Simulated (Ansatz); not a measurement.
**GdN in the antiNiAs structure**

The computed numbers are results of PBE, scalar-relativistic (collinear spin) in the plane-wave PAW code Ansatz at 420 eV, 10×10×8 k-mesh, Gaussian smearing of 0.05 eV. The datasets are Ansatz's generated set soft_2.

```yaml
crystal:
  lattice:
    - [3.43709, 0.00000, 0.00000]
    - [-1.71854, 2.97660, 0.00000]
    - [0.00000, 0.00000, 5.96507]
  atoms:
    - { symbol: Gd, position: [0.33333, 0.66667, 0.25000] }
    - { symbol: Gd, position: [0.66667, 0.33333, 0.75000] }
    - { symbol: N, position: [0.00000, 0.00000, 0.00000] }
    - { symbol: N, position: [0.00000, 0.00000, 0.50000] }
```

This is a trial structure; measured cells of the compound in the Crystallography Open Database are in space group Fm-3m (rock salt).

The geometry is fixed. Moments are started on Gd in several ways. Signs follow the order of those atoms. q is the propagation vector of an order in a doubled cell, in units of this cell's reciprocal vectors; doubled cells take an equivalent mesh or are counted from a ferromagnetic run in the same cell, unless said otherwise. Energies count from the first row, the state in which the cell was relaxed.

The starts:
- ferromagnetic
- no spin polarisation
- antiferromagnetic in the cell, signs +-
- antiparallel, q = (0, 0, 1/2), signs ++--
- antiparallel, q = (0, 1/2, 0), signs ++--

(1) Which start ends lowest?

Answer:

(1) Lowest: ferromagnetic, though «antiferromagnetic in the cell, signs +-» lies within 1.3 meV/atom, too near to part.

```csv
start,largest typed moment (μB),ΔE (meV/atom),gap on the mesh (eV),P (GPa),final spin moments (μB)
ferromagnetic,7.00,0.0,metal,0.0,Gd 6.85; N -0.08
no spin polarisation,0.00,3820.1,metal,-8.4,none
"antiferromagnetic in the cell, signs +-",7.00,1.3,0.06,0.2,"Gd 6.83, -6.83"
"antiparallel, q = (0, 0, 1/2), signs ++--",7.00,1.9,0.03,0.2,"Gd 6.84, -6.84; N -0.06, 0.06"
"antiparallel, q = (0, 1/2, 0), signs ++--",7.00,3.8,0.09,0.2,"Gd 6.83, -6.83"
```

The program noted a lower state or an instability beside: antiparallel, q = (0, 0, 1/2), signs ++--; antiparallel, q = (0, 1/2, 0), signs ++--. The lower rows of the table may be what it saw.

The row without spin polarisation prices the pairing of the open shell's electrons, not a magnetic ordering energy.

Gaps under about 0.06 eV aren't resolved at this smearing.

Only orders that fit these small cells were tried, so the real crystal's order may be another.

Hund's first rule gives Gd³⁺ with 7 f electrons 7 unpaired spins, a spin moment of 7 μB; the run has 6.85 μB on Gd (atomic spheres) and 7.12 f electrons on orthogonalised orbitals. The moment is close to the ion's, so in this run the shell is localised and nearly fully polarised.

Exchange splits the half-filled 4f shell away from the Fermi level; the metal comes from a small overlap of other bands, which can be the functional's gap error. Spin–orbit coupling, which matters for such heavy elements, is left out. Site moments are of spin, integrated over atomic spheres.

The state of the open shells isn't shown to be the lowest.
